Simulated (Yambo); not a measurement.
# NiO (Fm-3m) in Yambo: notebook

Runs on NiO. Level: PBE. Tasks: G0W0 quasiparticle levels, optical spectrum.

All numbers are computed with Yambo 5.3.0; they aren't measurements. Logs are shortened: lines on timing, memory, paths and dates and some standing lists are left out, and cuts for length are marked.

## 1. The crystal as given

The structure is cubic, space group Fm-3m (No. 225). The conventional cell has a = 4.172 Å, b = 4.172 Å, c = 4.172 Å, α = 90.00°, β = 90.00°, γ = 90.00°. Ni (site symmetry m-3m) has 6 O at 2.09 Å as nearest neighbours. O (site symmetry m-3m) has 6 Ni at 2.09 Å as nearest neighbours.

## 2. G0W0 quasiparticle levels, PBE, collinear spin, ferromagnetic start

The input, g0w09.in:

```
gw0
dyson
el_el_corr
HF_and_locXC
ppa
em1d
EXXRLvcs= 98 Ry
VXCRLvcs= 98 Ry
Chimod= "HARTREE"
% BndsRnXp
 1 | 132 |
%
NGsBlkXp= 12 Ry
% LongDrXp
 1 | 1 | 1 |
%
PPAPntXp= 27.21138 eV
% GbndRnge
 1 | 132 |
%
GTermKind= "none"
DysSolver= "n"
ExtendOut
% QPkrange
 1 | 1 | 10 | 14 |
 5 | 5 | 10 | 14 |
 8 | 8 | 10 | 14 |
%
```

The input, scf.in:

```
&CONTROL
  calculation = 'scf'
  prefix = 'pwscf'
  outdir = './tmp'
  pseudo_dir = './pseudo'
/
&SYSTEM
  ibrav = 0
  A = 2.94991039
  nat = 2
  ntyp = 2
  ecutwfc = 98
  nbnd = 22
  occupations = 'smearing'
  smearing = 'fd'
  degauss = 0.00367493
  nspin = 2
  starting_magnetization(1) = 0.0556
  starting_magnetization(2) = 0
  force_symmorphic = .true.
/
&ELECTRONS
  conv_thr = 4d-10
  electron_maxstep = 120
  mixing_beta = 0.3
/
ATOMIC_SPECIES
Ni    58.6934 Ni.upf
O     15.9990 O.upf
CELL_PARAMETERS alat
   0.0000000000    0.7071067814    0.7071067814
   0.7071067814    0.0000000000    0.7071067814
   0.7071067814    0.7071067814    0.0000000000
ATOMIC_POSITIONS alat
Ni     0.0000000000    0.0000000000    0.0000000000
O      0.7071067814    0.7071067814    0.7071067814
K_POINTS automatic
12 12 12 0 0 0
```

The input, nscf.in:

```
&CONTROL
  calculation = 'nscf'
  prefix = 'pwscf'
  outdir = './tmp'
  pseudo_dir = './pseudo'
/
&SYSTEM
  ibrav = 0
  A = 2.94991039
  nat = 2
  ntyp = 2
  ecutwfc = 98
  nbnd = 132
  occupations = 'smearing'
  smearing = 'fd'
  degauss = 0.00367493
  nspin = 2
  starting_magnetization(1) = 0.0556
  starting_magnetization(2) = 0
  force_symmorphic = .true.
/
&ELECTRONS
  conv_thr = 1d-08
  diago_full_acc = .true.
  diago_thr_init = 1d-06
/
ATOMIC_SPECIES
Ni    58.6934 Ni.upf
O     15.9990 O.upf
CELL_PARAMETERS alat
   0.0000000000    0.7071067814    0.7071067814
   0.7071067814    0.0000000000    0.7071067814
   0.7071067814    0.7071067814    0.0000000000
ATOMIC_POSITIONS alat
Ni     0.0000000000    0.0000000000    0.0000000000
O      0.7071067814    0.7071067814    0.7071067814
K_POINTS automatic
4 4 4 0 0 0
```

Potentials or basis: PseudoDojo 0.4.1 SR PBE standard.

Command:

```sh
$ OMP_NUM_THREADS=1 pw.x -in scf.in > scf.out
$ OMP_NUM_THREADS=1 pw.x -in nscf.in > nscf.out
$ cd tmp/pwscf.save; p2y; mv SAVE ../..; cd ../..
$ OMP_NUM_THREADS=1 yambo
$ OMP_NUM_THREADS=1 yambo -F g0w09.in -J g0w09 -C g0w09_out
```

Yambo's report:

```text
[... sections 02.01 to 02.04 as in the set-up run ...]

  [02.05] Energies & Occupations
  ==============================

  [WARNING] Merged spin levels are metallic
  [X] === Spin Independent ===
  [X] Electronic Temperature                        :  0.258606E-1   300.100    [eV K]
  [X] Bosonic    Temperature                        :  0.258606E-1   300.100    [eV K]
  [X] Finite Temperature mode                       : yes
  [X] El. density                                   :  0.13222E+25 [cm-3]
  [X] Fermi Level                                   :  14.76343 [eV]

  [X] === Spin up channel ===
  [X] Conduction Band Min                  [spin UP]:  14.76343 [eV]
  [X] Valence Band Max                     [spin UP]:  14.76343 [eV]
  [X] Filled Bands                         [spin UP]:  11
  [X] Metallic Bands                       [spin UP]:  12  13
  [X] Empty Bands                          [spin UP]:   14  132

  [X] === Spin dn channel ===
  [X] Conduction Band Min                  [spin DN]:  14.76343 [eV]
  [X] Valence Band Max                     [spin DN]:  14.76343 [eV]
  [X] Filled Bands                         [spin DN]:  11
  [X] Metallic Bands                       [spin DN]:  12  13
  [X] Empty Bands                          [spin DN]:   14  132

  [X] === Metallic Characters ===
  [X] N of el / N of met el                [spin UP]:  12.00000   1.22373
  [X] Average metallic occ.                [spin UP]:  0.305932
  [X] N of el / N of met el                [spin DN]:  12.00000   2.44775
  [X] Average metallic occ.                [spin DN]:  0.611939

  [WARNING] [X] Metallic system

  [WARNING] Merged spin levels are metallic

 [03] Transferred momenta grid and indexing
 ==========================================

 IBZ Q-points                                      :   8
 BZ  Q-points                                      :   64

 K/Q-points units:
 rlu = crystal or reduced units; cc = cartesian coordinates; iku = interal k-units

 Q [1]          [rlu]:  0.000000  0.000000  0.000000
 Q [2]          [rlu]:  0.54168E-16  0.26413E-16  0.25000
 Q [3]          [rlu]: -0.43836E-17 -0.43836E-17 -0.50000
 Q [4]          [rlu]:  0.17036E-16  0.25000      0.25000
 Q [5]          [rlu]:  0.19304E-17  0.25000      0.50000
 Q [6]          [rlu]: -0.43836E-17  0.25000     -0.25000
 Q [7]          [rlu]:  0.75222E-18 -0.50000     -0.50000
 Q [8]          [rlu]:  0.250000 -0.500000 -0.250000

 [04] Dipoles
 ============

  [04.01] Setup: observables and procedures
  =========================================

  [WF-Oscillators/G space/Transverse up loader] Normalization (few states)  min/max  :  0.48487E-17   1.0000

  [WR./g0w09//ndb.dipoles]--------------------------------------------------------
   Brillouin Zone Q/K grids (IBZ/BZ)                :    8   64    8   64
   RL vectors                                       :  2637 [WF]
   Fragmentation                                    : yes
   Electronic Temperature                           :  300.1000 [K]
   Bosonic    Temperature                           :  300.1000 [K]
   DIP band range                                   :    1  132
   DIP band range limits                            :  13  12
   DIP e/h energy range                             : -1.000000 -1.000000 [eV]
   RL vectors in the sum                            :  2637
   [r,Vnl] included                                 : yes
   Bands ordered                                    : yes
   Direct v evaluation                              : no
   Approach used                                    : G-space v
   Dipoles computed                                 : R V P [G-space]
   Wavefunctions                                    : Perdew, Burke & Ernzerhof(X)+Perdew, Burke & Ernzerhof(C)

 [05] Dynamic Dielectric Matrix (PPA)
 ====================================

 [WR./g0w09//ndb.pp]-------------------------------------------------------------
  Brillouin Zone Q/K grids (IBZ/BZ)                :    8   64    8   64
  RL vectors                                       :  2637 [WF]
  Coulomb cutoff potential                         : none
  Fragmentation                                    : yes
  Electronic Temperature                           :  300.1000 [K]
  Bosonic    Temperature                           :  300.1000 [K]
  PPA    diel. fun.  energies                      : Perdew, Burke & Ernzerhof(X)+Perdew, Burke & Ernzerhof(C)
[... 113 lines left out ...]
  [Hartree-Fock] El. density                        :  0.13222E+25 [cm-3]
  [Hartree-Fock] Fermi Level                        :  14.76343 [eV]

  [Hartree-Fock] === Spin up channel ===
  [Hartree-Fock] Conduction Band Min       [spin UP]:  14.76343 [eV]
  [Hartree-Fock] Valence Band Max          [spin UP]:  14.76343 [eV]
  [Hartree-Fock] Filled Bands              [spin UP]:  11
  [Hartree-Fock] Metallic Bands            [spin UP]:  12  13
  [Hartree-Fock] Empty Bands               [spin UP]:   14  132

  [Hartree-Fock] === Spin dn channel ===
  [Hartree-Fock] Conduction Band Min       [spin DN]:  14.76343 [eV]
  [Hartree-Fock] Valence Band Max          [spin DN]:  14.76343 [eV]
  [Hartree-Fock] Filled Bands              [spin DN]:  11
  [Hartree-Fock] Metallic Bands            [spin DN]:  12  13
  [Hartree-Fock] Empty Bands               [spin DN]:   14  132

  [Hartree-Fock] === Metallic Characters ===
  [Hartree-Fock] N of el / N of met el     [spin UP]:  12.00000   1.22373
  [Hartree-Fock] Average metallic occ.     [spin UP]:  0.305932
  [Hartree-Fock] N of el / N of met el     [spin DN]:  12.00000   2.44775
  [Hartree-Fock] Average metallic occ.     [spin DN]:  0.611939

  [WARNING] [Hartree-Fock] Metallic system

 [07] Dyson equation: Newton solver
 ==================================

  [07.01] G0W0 (W PPA)
  ====================

  [  GW  ] Bands range     :    1  132
  [GW/PPA] G damping       :  0.100000 [eV]

  QP @ state[ 1 ] K range:  1  1
  QP @ state[ 1 ] b range:  10  14
  QP @ state[ 2 ] K range:   5   5
  QP @ state[ 2 ] b range:  10  14
  QP @ state[ 3 ] K range:   8   8
  QP @ state[ 3 ] b range:  10  14
[... 19 lines left out ...]
   :: Time ordering fails/rest    :  0.505666
   :: Mean rel dev of PP cond     :  0.586954
   Current Q-pt index             :   6
   :: PP condition fails/total    :  0.535538
   :: Time ordering fails/rest    :  0.510193
   :: Mean rel dev of PP cond     :  0.531527
   Current Q-pt index             :   7
   :: PP condition fails/total    :  0.589572
   :: Time ordering fails/rest    :  0.497693
   :: Mean rel dev of PP cond     :  0.588469
   Current Q-pt index             :   8
   :: PP condition fails/total    :  0.566848
   :: Time ordering fails/rest    :  0.507724
   :: Mean rel dev of PP cond     :  0.565718

  [07.02] QP properties and I/O
  =============================

  Legend (energies in eV)
  - B  : Band       - Eo  : bare energy
  - E  : QP energy  - Z   : Renormalization factor
  - So : Sc(Eo)     - S   : Sc(E)
  - dSp: Sc derivative precision

  - lXC: Local XC (Perdew, Burke & Ernzerhof(X)+Perdew, Burke & Ernzerhof(C))
  -nlXC: non-Local XC (Hartree-Fock)

  QP [eV] @ K [1] (iku):  0.000000  0.000000  0.000000
   B=10 Eo= -1.89 E= -0.51 E-Eo=  1.38 Re(Z)=0.61 Im(Z)= -0.04940 nlXC=-37.17080 lXC=-29.16768 So= 10.27182
   B=10 Eo= -1.89 E= -0.50 E-Eo=  1.39 Re(Z)=0.61 Im(Z)= -0.04366 nlXC=-37.17157 lXC=-29.16807 So= 10.26905
   B=11 Eo= -1.89 E= -0.50 E-Eo=  1.39 Re(Z)=0.61 Im(Z)= -0.04589 nlXC=-37.17082 lXC=-29.16768 So= 10.26968
   B=11 Eo= -1.89 E= -0.52 E-Eo=  1.38 Re(Z)=0.60 Im(Z)= -0.05160 nlXC=-37.17152 lXC=-29.16807 So= 10.27399
   B=12 Eo= -1.66 E= -0.28 E-Eo=  1.38 Re(Z)=0.61 Im(Z)= -0.07237 nlXC=-32.07566 lXC=-29.95692 So=  4.37258
   B=12 Eo= -1.66 E= -0.28 E-Eo=  1.37 Re(Z)=0.61 Im(Z)= -0.07319 nlXC=-32.08105 lXC=-29.95787 So=  4.37582
   B=13 Eo= -1.66 E= -0.28 E-Eo=  1.38 Re(Z)=0.61 Im(Z)= -0.07648 nlXC=-32.07591 lXC=-29.95692 So=  4.36967
   B=13 Eo= -1.66 E= -0.27 E-Eo=  1.38 Re(Z)=0.61 Im(Z)= -0.07591 nlXC=-32.08123 lXC=-29.95787 So=  4.37577
   B=14 Eo=  1.60 E=  1.28 E-Eo= -0.33 Re(Z)=0.75 Im(Z)= 0.837241E-2 nlXC= -10.0317 lXC= -14.8400 So= -5.24293
   B=14 Eo=  1.60 E=  1.28 E-Eo= -0.33 Re(Z)=0.75 Im(Z)= 0.835242E-2 nlXC= -10.0321 lXC= -14.8402 So= -5.24274
[... 13 lines left out ...]
  QP [eV] @ K [8] (iku): -0.500000  0.250000  0.000000
   B=10 Eo= -1.21 E=  0.08 E-Eo=  1.29 Re(Z)=0.62 Im(Z)= 0.343839E-2 nlXC= -36.9780 lXC= -29.5112 So=  9.56106
   B=10 Eo= -1.21 E=  0.08 E-Eo=  1.29 Re(Z)=0.62 Im(Z)= 0.378640E-2 nlXC= -36.9789 lXC= -29.5116 So=  9.56121
   B=11 Eo= -0.87 E=  0.43 E-Eo=  1.30 Re(Z)=0.61 Im(Z)=-0.201788E-2 nlXC= -33.1382 lXC= -31.0764 So=  4.19275
   B=11 Eo= -0.87 E=  0.43 E-Eo=  1.30 Re(Z)=0.61 Im(Z)=-0.201983E-2 nlXC= -33.1449 lXC= -31.0774 So=  4.19871
   B=12 Eo= -0.80 E=  0.58 E-Eo=  1.38 Re(Z)=0.62 Im(Z)=-0.430121E-2 nlXC= -39.6603 lXC= -31.6573 So=  10.2338
   B=12 Eo= -0.80 E=  0.58 E-Eo=  1.38 Re(Z)=0.62 Im(Z)=-0.430146E-2 nlXC= -39.6611 lXC= -31.6577 So=  10.2342
   B=13 Eo= -0.05 E=  1.10 E-Eo=  1.14 Re(Z)=0.64 Im(Z)=-0.361474E-2 nlXC= -30.1530 lXC= -29.5111 So=  2.43061
   B=13 Eo= -0.05 E=  1.10 E-Eo=  1.14 Re(Z)=0.64 Im(Z)=-0.361468E-2 nlXC= -30.1603 lXC= -29.5119 So=  2.43721
   B=14 Eo=  8.68 E=  8.52 E-Eo= -0.15 Re(Z)=0.70 Im(Z)=-0.398955E-2 nlXC= -9.33823 lXC= -16.3593 So= -7.23966
   B=14 Eo=  8.68 E=  8.52 E-Eo= -0.15 Re(Z)=0.70 Im(Z)=-0.397577E-2 nlXC= -9.33879 lXC= -16.3595 So= -7.23926

  [WR./g0w09//ndb.QP]-------------------------------------------------------------
   Lattice constants                                :  3.941783  3.941783  3.941783
   Coulomb cutoff potential                         : none
   Electronic Temperature                           :  300.1000 [K]
   Bosonic    Temperature                           :  300.1000 [K]
   Green`s function   energies                      : Perdew, Burke & Ernzerhof(X)+Perdew, Burke & Ernzerhof(C)
   wavefunctions                                    : Perdew, Burke & Ernzerhof(X)+Perdew, Burke & Ernzerhof(C)
   PPA    diel. fun.  energies                      : Perdew, Burke & Ernzerhof(X)+Perdew, Burke & Ernzerhof(C)
   wavefunctions                                    : Perdew, Burke & Ernzerhof(X)+Perdew, Burke & Ernzerhof(C)
   QP tot states                                    :  30
   GW solver                                        : Newton
   GW approximation                                 : PPA
   PPA imaginary Energy                             :  27.21138 ev
   dS/dw steps                                      :  2
   dS/dw step                                       :  0.100000 ev
   X G`s                                            :   89 used
   X G`s                                            :   89 disk
   X bands                                          :    1  132
   X poles                                          :  100.0000 o/o
   X e/h E range                                    : -1.000000 -1.000000 ev
   X Hxc Kernel                                     : HARTREE
   X BZ energy Double Grid                          : no
   X Optical Averaged directions                    : none
   Sc/G bands                                       :    1  132
   Sc/G damping                                     :  0.100000 ev
   Sc bands terminator                              : no
   Sx RL components                                 :  2085

   QP @ state[ 1 ] K range                          :  1  1
   QP @ state[ 1 ] b range                          :  10  14
   QP @ state[ 2 ] K range                          :   5   5
   QP @ state[ 2 ] b range                          :  10  14
   QP @ state[ 3 ] K range                          :   8   8
   QP @ state[ 3 ] b range                          :  10  14
   GF energies kind                                 : Perdew, Burke & Ernzerhof(X)+Perdew, Burke & Ernzerhof(C)
   GF WF`s kind                                     : Perdew, Burke & Ernzerhof(X)+Perdew, Burke & Ernzerhof(C)
   Xs energies kind                                 : Perdew, Burke & Ernzerhof(X)+Perdew, Burke & Ernzerhof(C)
   Xs WF`s kind                                     : Perdew, Burke & Ernzerhof(X)+Perdew, Burke & Ernzerhof(C)
```

Run time: 9.3 min. Hardware: 1 thread of Arm Neoverse V1, shared host; peak memory 0.49 GiB.

What came out:

```yaml
Band_gap_on_the_k_mesh_mean-field_level: none (metal or under the smearing width)
Net_moment: 0.00 μB per cell
```

Quasiparticle terms (eV):
| k point | band | Kohn-Sham level | Vxc | Σx | Σc | Z | result |
| --- | --- | --- | --- | --- | --- | --- | --- |
| (0.000, 0.000, 0.000) | 10 | -1.89 | -29.17 | -37.17 | 10.27 | 0.61 | -0.51 |
| (0.000, 0.000, 0.000) | 10 | -1.89 | -29.17 | -37.17 | 10.27 | 0.61 | -0.50 |
| (0.000, 0.000, 0.000) | 11 | -1.89 | -29.17 | -37.17 | 10.27 | 0.61 | -0.50 |
| (0.000, 0.000, 0.000) | 11 | -1.89 | -29.17 | -37.17 | 10.27 | 0.60 | -0.52 |
| (0.000, 0.000, 0.000) | 12 | -1.66 | -29.96 | -32.08 | 4.37 | 0.61 | -0.28 |
| (0.000, 0.000, 0.000) | 12 | -1.66 | -29.96 | -32.08 | 4.38 | 0.61 | -0.28 |
| (0.000, 0.000, 0.000) | 13 | -1.66 | -29.96 | -32.08 | 4.37 | 0.61 | -0.28 |
| (0.000, 0.000, 0.000) | 13 | -1.66 | -29.96 | -32.08 | 4.38 | 0.61 | -0.27 |
| (0.000, 0.000, 0.000) | 14 | 1.60 | -14.84 | -10.03 | -5.24 | 0.75 | 1.28 |
| (0.000, 0.000, 0.000) | 14 | 1.60 | -14.84 | -10.03 | -5.24 | 0.75 | 1.28 |
| (0.000, 0.250, -0.500) | 10 | -0.95 | -31.32 | -38.85 | 9.72 | 0.61 | 0.39 |
| (0.000, 0.250, -0.500) | 10 | -0.95 | -31.32 | -38.85 | 9.72 | 0.61 | 0.39 |
| (0.000, 0.250, -0.500) | 11 | -0.76 | -30.86 | -38.44 | 9.68 | 0.62 | 0.55 |
| (0.000, 0.250, -0.500) | 11 | -0.76 | -30.86 | -38.44 | 9.68 | 0.62 | 0.55 |
| (0.000, 0.250, -0.500) | 12 | 0.00 | -29.89 | -29.88 | 1.74 | 0.63 | 1.11 |
| (0.000, 0.250, -0.500) | 12 | 0.00 | -29.89 | -29.89 | 1.75 | 0.63 | 1.11 |
| (0.000, 0.250, -0.500) | 13 | 0.01 | -29.49 | -29.29 | 1.58 | 0.64 | 1.15 |
| (0.000, 0.250, -0.500) | 13 | 0.01 | -29.49 | -29.30 | 1.59 | 0.64 | 1.15 |
| (0.000, 0.250, -0.500) | 14 | 7.56 | -15.88 | -9.53 | -6.75 | 0.73 | 7.27 |
| (0.000, 0.250, -0.500) | 14 | 7.56 | -15.88 | -9.53 | -6.75 | 0.73 | 7.27 |

Caveat: the k mesh is coarse (spacing up to 0.65 Å⁻¹), so the values aren't converged; the plasmon-pole model is rough for a metal; the ground state has no gap, which makes the many-body step unreliable; this version prints the column dSc/dw multiplied by 27.2; semilocal functionals often make such compounds metallic where correlation or magnetic order opens a gap, which also shifts bond lengths. With open d or f shells a metallic result of PBE can be an artefact of self-interaction; +U or a hybrid may open a gap.

(Part 1 of 2 ends here.)
